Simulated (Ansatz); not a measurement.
# Hf (P6/mmm) in Ansatz: a series of runs

One crystal, Hf, is run at these levels: PBEsol; tasks: relaxation of cell and atoms.

All numbers are computed with Ansatz 0.2.0; they aren't measurements. Logs are shortened: lines on timing, memory, paths and dates and some standing lists are left out, and cuts for length are marked.

## (1) Starting point

Symmetry: P6/mmm, No. 191, hexagonal system. Conventional cell: a = 4.962 Å, b = 4.962 Å, c = 3.086 Å, α = 90.00°, β = 90.00°, γ = 120.00°. Hf (site symmetry 6/mmm) is surrounded by 14 Hf at 3.09 to 3.25 Å. Hf (site symmetry -6m2) has 11 Hf at 2.87 to 3.25 Å as nearest neighbours.

This isn't the form of Hf at room conditions, which is hcp.

## (2) Relaxation of cell and atoms, PBEsol, target pressure 10 GPa, at which the enthalpy is minimised

input.yaml reads:

```yaml
crystal:
  lattice:
    - [4.962329544, 0.0, 0.0]
    - [-2.481164772, 4.297503447, 0.0]
    - [0.0, 0.0, 3.08623225]
  atoms:
    - { symbol: Hf, position: [0.0, 0.0, 0.0] }
    - { symbol: Hf, position: [0.3333333333, 0.6666666667, 0.5] }
    - { symbol: Hf, position: [0.6666666667, 0.3333333333, 0.5] }
hamiltonian:
  xc: pbesol
  pseudopotentials: { kind: paw }
kpoints:
  mp_grid: { grid: [6, 6, 9] }
scf:
  occupations: { method: fermi_dirac, width: 0.05 }
output:
  forces: true
  stress: true
  eigenvalues: true
relax:
  f_tol: 0.01
  max_steps: 40
  cell: { stress_tol: 0.05, p_target: 10.0 }
```

Potentials or basis: Ansatz PAW.

Started as:

```bash
> ansatz run input.yaml --threads 2 --pin off --max-ram 5632MiB --backend cpu --events-out ev --progress --plain --runs-dir out
```

What it wrote:

```text
Warning: RAYON_NUM_THREADS=2 ignored (pool sized by the plan → 2); use --threads N
Engine: ansatz 0.2.0, x86_64-unknown-linux-gnu
Pseudopotentials: kind: paw
Pseudopotential: Hf, paw, valence charge 26, recommended cutoff 420 eV (normal), Hf.paw.azcp
Functional definition: PBEsol
  exchange = pbesol_x
  correlation = pbesol_c
Crystal: 3 atoms, lattice volume = 65.816 Å³
Basis set: ecut = 420 eV, 1301 PW (Γ), exchange–correlation on 72×72×48 points (8 copies of the dense FFT grid, shifted against one another)
Bands: 47, of which v1, the nominal top of the filled ones, is band 39 counted from 1 (38 counted from 0)
Symmetry: 24 space group operations
Space group: P6/mmm (ITA 191), of the structure as read, at distance tolerance 4.0e-5 Å
k-points: 35 of 324
Non-local potential: Hf, projectors of the file, l = 0: 3, l = 1: 2, l = 2: 2, l = 3: 3
PAW form: soft (Blöchl's): semilocal exchange-correlation on the pseudo side does not see the compensation charge
PAW frozen core: Hf, regenerated for the run's functional, and the local potential with it (the file was generated under x = pbe(κ = 0.804, μ = 0.2195149727645171), c = pbe(β = 0.06672455060314922))
PAW one-centre angular grid: Hf, 590 points (default); XC on 64 Gauss nodes
Initial density: superposition of atomic densities (neutral atoms: chi_scale 0, normalization atom), corrected by the library's trained network
Initial wavefunctions: pseudopotential atomic-orbital guess
Functional: x = pbesol(κ = 0.804, μ = 0.12345679012345678), c = pbesol(β = 0.046)
SCF iter   1: F=—  HF=-46794.013936 eV  |F-HF|=—  |Δ(HF+E_count)|=         —  Δρ=1.18e-2  dr2=2.72e-1  ethr=1.77e-3  ⟨swp⟩=5.0  Hψ=4916  notcnv=0  defer=2
preconditioner: auto → Kerker (q_TF=auto, 2.807 Å⁻¹)  [metal: Δε(μ)=0.043 eV  Ē_g=17.190 eV  σ=0.050 eV  W_gap=0.21  n_scr=26 (ndim 8)  ℏωp=38.8 eV  f_vac=0.000  D(μ)=2.90/eV (n_scr^D=26)]
SCF iter   2: F=—  HF=-46793.976981 eV  |F-HF|=—  |Δ(HF+E_count)|=   3.70e-2  Δρ=4.69e-3  dr2=3.18e-2  ethr=3.49e-4  ⟨swp⟩=2.0  Hψ=2110  notcnv=0  defer=54
SCF iter   3: F=—  HF=-46793.971682 eV  |F-HF|=—  |Δ(HF+E_count)|=   5.30e-3  Δρ=1.74e-3  dr2=3.44e-3  ethr=4.07e-5  ⟨swp⟩=2.0  Hψ=2506  notcnv=0  defer=55
SCF iter   4: F=—  HF=-46793.969811 eV  |F-HF|=—  |Δ(HF+E_count)|=   1.87e-3  Δρ=1.01e-3  dr2=1.01e-3  ethr=4.41e-6  ⟨swp⟩=2.0  Hψ=2973  notcnv=0  defer=55
SCF iter   5: F=—  HF=-46793.969773 eV  |F-HF|=—  |Δ(HF+E_count)|=   3.86e-5  Δρ=3.81e-4  dr2=1.18e-4  ethr=1.29e-6  ⟨swp⟩=2.0  Hψ=2959  notcnv=0  defer=55
SCF iter   6: F=—  HF=-46793.969744 eV  |F-HF|=—  |Δ(HF+E_count)|=   2.88e-5  Δρ=8.17e-5  dr2=4.00e-6  ethr=1.51e-7  ⟨swp⟩=2.0  Hψ=2957  notcnv=0  defer=55
SCF iter   7: F=—  HF=-46793.969726 eV  |F-HF|=—  |Δ(HF+E_count)|=   1.81e-5  Δρ=7.74e-5  dr2=3.58e-6  ethr=5.12e-9  ⟨swp⟩=3.1  Hψ=3339  notcnv=0  defer=55
SCF iter   8: F=—  HF=-46793.969725 eV  |F-HF|=—  |Δ(HF+E_count)|=   4.17e-7  Δρ=2.17e-5  dr2=6.59e-7  ethr=4.59e-9  ⟨swp⟩=2.0  Hψ=2539  notcnv=0  defer=55
[... 71 lines left out ...]
E sigma→0 (E₀):  -46793.833165 eV
Entropy (-TS):   -0.021385 eV (-7.128 meV/atom)
Fermi energy:    22.328160 eV
--- Per-component energies (eV) ---
  E_band       = 326.503555
  E_kinetic    = 1288.080323
  E_local      = -14299.974090  (includes V_loc(G=0)·N_el)
  E_nonlocal   = -3714.511073
  E_hartree    = 6804.452141
  E_xc         = -898.557138
  E_vxc        = -804.868211  (∫ρ·V_xc dr)
  E_paw        = -20425.500252  (= ΣΔE_a)
  E_vpaw       = 4248.872261  (= ΣTr[D̂ρ^β])
  E_aug_tail   = -0.000004  (compensation charges beyond the density's cutoff)
  E_ewald      = -15551.565654
  E_core_change = 3.753275  (= ΣΔE_core)
  E_smearing   = -0.021385  (= −TS)
  E_closure    = 0.000000  (closes the sum)
  Σ components = -46793.843858   (vs F -46793.843858, Δ=0.00e0)
--- Forces (eV/Å), atoms counted from 1 ---
  atom   1  Hf    -0.00000000    -0.00000000     0.00000000
  atom   2  Hf     0.00000000     0.00000000     0.00000000
  atom   3  Hf     0.00000000    -0.00000000     0.00000000
  max |Σ_I F_I| component: 3.70e-17 eV/Å
--- Stress (GPa, compression-positive) ---
       10.001415       0.000000       0.000000
        0.000000      10.001415       0.000000
        0.000000       0.000000       9.993962
  P = ⅓ Tr σ = 9.9989 GPa (99.989 kbar)
--- Band table (eV; the first three rows and the last of 35) ---
  k-point 0: bands = ["-39.2776", "-39.0509", "-38.8953", "-8.2592", "-8.2592", "-8.1526", "-8.1526", "-7.6404", "-7.3420", "-7.2348", "-7.1816", "-7.1816", "10.7396", "10.7431", "10.7811", "10.7811", "10.7977", "10.7977", "10.8415", "10.9659", "10.9861", "10.9987", "10.9987", "11.0434", "11.0434", "11.0517", "11.0517", "11.0612", "11.0618", "11.0618", "11.1135", "11.1139", "11.1139", "14.7665", "19.4163", "21.7085", "21.7233", "21.7233", "21.7583", "21.7583", "23.5055", "24.5927", "24.5927", "25.3632", "25.3632", "25.3937", "25.3937"]
  k-point 1: bands = ["-39.2714", "-39.0470", "-38.8904", "-8.2475", "-8.2475", "-8.1307", "-8.1307", "-7.7222", "-7.4455", "-7.3191", "-7.1867", "-7.1867", "10.7406", "10.7440", "10.7868", "10.7868", "10.7961", "10.7961", "10.8317", "10.9667", "10.9860", "11.0044", "11.0044", "11.0415", "11.0415", "11.0510", "11.0551", "11.0551", "11.0614", "11.0614", "11.1034", "11.1138", "11.1140", "15.1026", "19.8010", "21.3669", "21.3669", "21.5488", "21.5488", "22.2746", "23.8834", "24.4333", "24.4333", "25.1759", "25.1759", "25.8525", "25.8525"]
  k-point 2: bands = ["-39.2556", "-39.0370", "-38.8780", "-8.2177", "-8.2177", "-8.0730", "-8.0730", "-7.9220", "-7.7031", "-7.5278", "-7.2019", "-7.2019", "10.7428", "10.7462", "10.7921", "10.7921", "10.8019", "10.8019", "10.8093", "10.9687", "10.9855", "11.0189", "11.0189", "11.0271", "11.0370", "11.0370", "11.0548", "11.0548", "11.0697", "11.0697", "11.0805", "11.1136", "11.1141", "16.0252", "20.5782", "20.5782", "20.6705", "21.0393", "21.0393", "23.9008", "24.3938", "24.3938", "24.7060", "24.7060", "25.0137", "26.6328", "26.6328"]
  k-point 34: bands = ["-39.2252", "-38.9372", "-38.9372", "-8.5639", "-8.2345", "-8.2345", "-7.9429", "-7.7898", "-7.7898", "-7.6922", "-7.6922", "-7.1056", "10.7420", "10.7439", "10.7766", "10.7774", "10.7774", "10.8319", "10.8319", "10.9998", "10.9998", "11.0017", "11.0284", "11.0284", "11.0430", "11.0430", "11.0464", "11.0526", "11.0526", "11.0777", "11.0910", "11.0910", "11.1005", "18.5248", "20.1635", "20.1635", "21.0081", "21.0848", "21.0848", "22.7839", "22.7839", "23.8064", "23.8064", "25.8099", "25.9178", "27.5189", "29.5577"]
--- Relaxed structure (5 steps of the walk, 5 accepted, 1 SCFs on fresh bases) ---
  F+E_penalty+E_count = -46793.84385760 eV   max|allowed force component| = 2.961e-16 eV/Å   (the final SCF, on the basis selected at the relaxed cell)
  cell:  # Å, volume = 59.4781 Å³
    - [4.791731463079327, -7.89032125614293e-34, 0.0]
    - [-2.3958657315396636, 4.149761175139874, 0.0]
    - [0.0, 0.0, 2.991174802164759]
  atoms:
    - { symbol: Hf, position: [-7.248176191218039e-35, -3.7345906527032106e-36, 0.0] }
    - { symbol: Hf, position: [0.3333333333333333, 0.6666666666666666, 0.49999999999999994] }
    - { symbol: Hf, position: [0.6666666666666665, 0.3333333333333333, 0.49999999999999994] }
```

Run time: 20 s. Hardware: 2 threads of Intel Xeon Platinum 8259CL at 2.50GHz (Skylake/Cascade Lake), shared host; peak memory 0.48 GiB.

What came out:

```
Free energy                                            : -46793.8439 eV
Relaxed volume                                         : 19.83 Å³/atom
Relaxed cell                                           : a = 4.792 Å, b = 4.792 Å, c = 2.991 Å, α = 90.00°, β = 90.00°, γ = 120.00°
Space group after relaxing (to 0.05 Å)                 : P6/mmm (No. 191)
Energy change on relaxing (the enthalpy is what falls) : +42.0 meV/atom
Ionic steps                                            : 6
Pressure after relaxing                                : 10.0 GPa
Band gap on the k mesh                                 : none (metal or under the smearing width)
```

The path:
```
step  energy change (eV)  largest force (eV/Å)  volume (Å³)
   1              0.0000                0.0000        65.82
   2              0.3454                0.0000        56.86
   3              0.1044                0.0000        59.81
   4              0.1230                0.0000        59.50
   5              0.1241                0.0000        59.48
   6              0.1259                0.0000        59.48
```

Final structure:
```xyz
3
Lattice="4.7917 0.0000 0.0000 -2.3959 4.1498 0.0000 0.0000 0.0000 2.9912" Properties=species:S:1:pos:R:3 pbc="T T T"
Hf    0.0000    0.0000    0.0000
Hf    0.0000    2.7665    1.4956
Hf    2.3959    1.3833    1.4956
```

Caveat: the plane-wave basis is chosen anew once the cell has moved, so the energies of steps on either side of that aren't comparable; the PAW data sets come from PBE, with cores solved anew for the run's functional, which leaves a small shift of forces and pressure. The run has no spin-orbit coupling, so splittings on Hf are missing.

## (3) Relaxation of cell and atoms, PBEsol, target pressure 20 GPa, at which the enthalpy is minimised

Changes to input.yaml since step 2:

```diff
@@ -23,2 +23,2 @@
   max_steps: 40
-  cell: { stress_tol: 0.05, p_target: 10.0 }
+  cell: { stress_tol: 0.05, p_target: 20.0 }
```

Potentials or basis: Ansatz PAW.

Started as:

```bash
> ansatz run input.yaml --threads 2 --pin off --max-ram 5632MiB --backend cpu --events-out ev --progress --plain --runs-dir out
```

What it wrote:

```text
Warning: RAYON_NUM_THREADS=2 ignored (pool sized by the plan → 2); use --threads N
Engine: ansatz 0.2.0, x86_64-unknown-linux-gnu
Pseudopotentials: kind: paw
Pseudopotential: Hf, paw, valence charge 26, recommended cutoff 420 eV (normal), Hf.paw.azcp
Functional definition: PBEsol
  exchange = pbesol_x
  correlation = pbesol_c
Crystal: 3 atoms, lattice volume = 65.816 Å³
Basis set: ecut = 420 eV, 1301 PW (Γ), exchange–correlation on 72×72×48 points (8 copies of the dense FFT grid, shifted against one another)
Bands: 47, of which v1, the nominal top of the filled ones, is band 39 counted from 1 (38 counted from 0)
Symmetry: 24 space group operations
[... 111 lines left out ...]
        0.000000       0.000000      19.985231
  P = ⅓ Tr σ = 19.9941 GPa (199.941 kbar)
--- Band table (eV; the first three rows and the last of 35) ---
  k-point 0: bands = ["-37.6309", "-37.4375", "-37.2510", "-6.7748", "-6.7748", "-6.5809", "-6.5809", "-5.9903", "-5.6378", "-5.5346", "-5.4790", "-5.4790", "12.4066", "12.4081", "12.4429", "12.4429", "12.4675", "12.4675", "12.5146", "12.5762", "12.6027", "12.6191", "12.6191", "12.6724", "12.6724", "12.6833", "12.6833", "12.6934", "12.6934", "12.6966", "12.7506", "12.7509", "12.7561", "16.1000", "20.6693", "23.2024", "23.2611", "23.2611", "23.3024", "23.3024", "25.0354", "26.1754", "26.1754", "26.9914", "26.9914", "27.0114", "27.0114"]
  k-point 1: bands = ["-37.6219", "-37.4333", "-37.2447", "-6.7602", "-6.7602", "-6.5530", "-6.5530", "-6.0907", "-5.7643", "-5.6369", "-5.4865", "-5.4865", "12.4080", "12.4095", "12.4498", "12.4498", "12.4656", "12.4656", "12.5027", "12.5773", "12.6021", "12.6259", "12.6259", "12.6701", "12.6701", "12.6841", "12.6869", "12.6869", "12.6934", "12.6934", "12.7439", "12.7507", "12.7508", "16.4635", "21.0949", "22.8378", "22.8378", "23.0591", "23.0591", "23.8148", "25.4485", "26.0275", "26.0275", "26.7973", "26.7973", "27.5190", "27.5190"]
  k-point 2: bands = ["-37.5989", "-37.4230", "-37.2286", "-6.7232", "-6.7232", "-6.4787", "-6.4787", "-6.3347", "-6.0775", "-5.8894", "-5.5089", "-5.5089", "12.4111", "12.4132", "12.4608", "12.4608", "12.4681", "12.4681", "12.4761", "12.5799", "12.6005", "12.6430", "12.6430", "12.6548", "12.6648", "12.6648", "12.6853", "12.6853", "12.7042", "12.7042", "12.7167", "12.7501", "12.7509", "17.4513", "21.9301", "21.9301", "22.0713", "22.4736", "22.4736", "25.5669", "26.0226", "26.0226", "26.3078", "26.3078", "26.6833", "28.3733", "28.3733"]
  k-point 34: bands = ["-37.5527", "-37.3028", "-37.3028", "-7.1155", "-6.7162", "-6.7162", "-6.3547", "-6.1749", "-6.1749", "-6.0740", "-6.0740", "-5.4030", "12.4092", "12.4102", "12.4393", "12.4409", "12.4409", "12.5054", "12.5054", "12.6205", "12.6205", "12.6236", "12.6524", "12.6524", "12.6671", "12.6671", "12.6776", "12.6831", "12.6831", "12.7138", "12.7273", "12.7273", "12.7407", "19.7626", "21.6226", "21.6226", "22.4197", "22.5229", "22.5229", "24.2536", "24.2536", "25.3718", "25.3718", "27.5540", "27.7644", "29.3118", "31.5583"]
--- Relaxed structure (5 steps of the walk, 5 accepted, 1 SCFs on fresh bases) ---
  F+E_penalty+E_count = -46793.52133165 eV   max|allowed force component| = 2.282e-16 eV/Å   (the final SCF, on the basis selected at the relaxed cell)
  cell:  # Å, volume = 55.9803 Å³
    - [4.696543301329092, 3.1068139946062787e-34, 0.0]
    - [-2.348271650664546, 4.067325808924628, 0.0]
    - [0.0, 0.0, 2.9305435509481232]
  atoms:
    - { symbol: Hf, position: [3.415313624343981e-35, -3.734590652703213e-35, 0.0] }
    - { symbol: Hf, position: [0.33333333333333326, 0.6666666666666665, 0.5] }
    - { symbol: Hf, position: [0.6666666666666665, 0.33333333333333326, 0.5] }
```

It took 18 s on 2 threads of Intel Xeon Platinum 8259CL at 2.50GHz (Skylake/Cascade Lake), shared host; peak memory 0.48 GiB.

Results:

```yaml
Free_energy: -46793.5213 eV
Relaxed_volume: 18.66 Å³/atom
Relaxed_cell: a = 4.697 Å, b = 4.697 Å, c = 2.931 Å, α = 90.00°, β = 90.00°, γ = 120.00°
Space_group_after_relaxing_to_0.05_Å: P6/mmm (No. 191)
Energy_change_on_relaxing_the_enthalpy_is_what_falls: +149.5 meV/atom
Ionic_steps: 6
Pressure_after_relaxing: 20.0 GPa
Band_gap_on_the_k_mesh: none (metal or under the smearing width)
```

The path:
```tsv
step	energy change (eV)	largest force (eV/Å)	volume (Å³)
1	0.0000	0.0000	65.82
2	0.3545	0.0000	56.77
3	0.4664	0.0000	55.82
4	0.4449	0.0000	55.99
5	0.4457	0.0000	55.98
6	0.4484	0.0000	55.98
```

Final structure:
```
Hf
1.0
     4.69654    0.00000    0.00000
    -2.34827    4.06733    0.00000
     0.00000    0.00000    2.93054
Hf
3
Direct
  0.00000 0.00000 0.00000
  0.33333 0.66667 0.50000
  0.66667 0.33333 0.50000
```

Caveat: the plane-wave basis is chosen anew once the cell has moved, so the energies of steps on either side of that aren't comparable; the PAW data sets come from PBE, with cores solved anew for the run's functional, which leaves a small shift of forces and pressure. Spin-orbit coupling is left out, which matters for the levels of Hf.

(Part 1 of 2 ends here.)
